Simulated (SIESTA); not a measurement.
WC (Qusongite):

```
W C
1.0
     2.90650    0.00000    0.00000
    -1.45325    2.51710    0.00000
     0.00000    0.00000    2.83660
W C
1 1
Direct
  0.00000 0.00000 0.00000
  0.66667 0.33333 0.50000
```

Base run:

| Quantity | Value |
| --- | --- |
| Program | SIESTA 5.4.2 |
| Functional | PBE |
| Potentials or basis | PseudoDojo 0.4 standard (PBE files) |
| Basis | DZP (energy shift 0.002 Ry) |
| Grid cutoff | 800 Ry |
| Energy shift | 0.002 Ry |
| k mesh | 10 × 10 × 9 |
| Occupations | fermi-dirac, width 0.05 eV |
| Spin | no spin polarisation |

Its results: band gap on the k mesh none (metal or under the smearing width); pressure 11.3 GPa.

Q: After a change of settings the same cell gave: band gap on the k mesh none (metal or under the smearing width); pressure -1.1 GPa. Which change was it?
A. basis from DZP (energy shift 0.002 Ry) to SZ (energy shift 0.01 Ry); energy shift from 0.002 Ry to 0.01 Ry
B. basis from DZP (energy shift 0.002 Ry) to DZP (energy shift 0.003 Ry; two zetas on semicore shells); energy shift from 0.002 Ry to 0.003 Ry
C. basis from DZP (energy shift 0.002 Ry) to TZP (energy shift 0.002 Ry)

A: A.

Caveats: the basis of atomic orbitals isn't converged, which shifts pressures, moduli and gaps; semicore shells carry a single zeta, which can move pressures by several GPa and volumes by a few percent (some runs); the basis has no polarisation orbitals (some runs); short orbitals over semicore shells can move pressures by several GPa (some runs).

Not every run made on this cell is shown here.
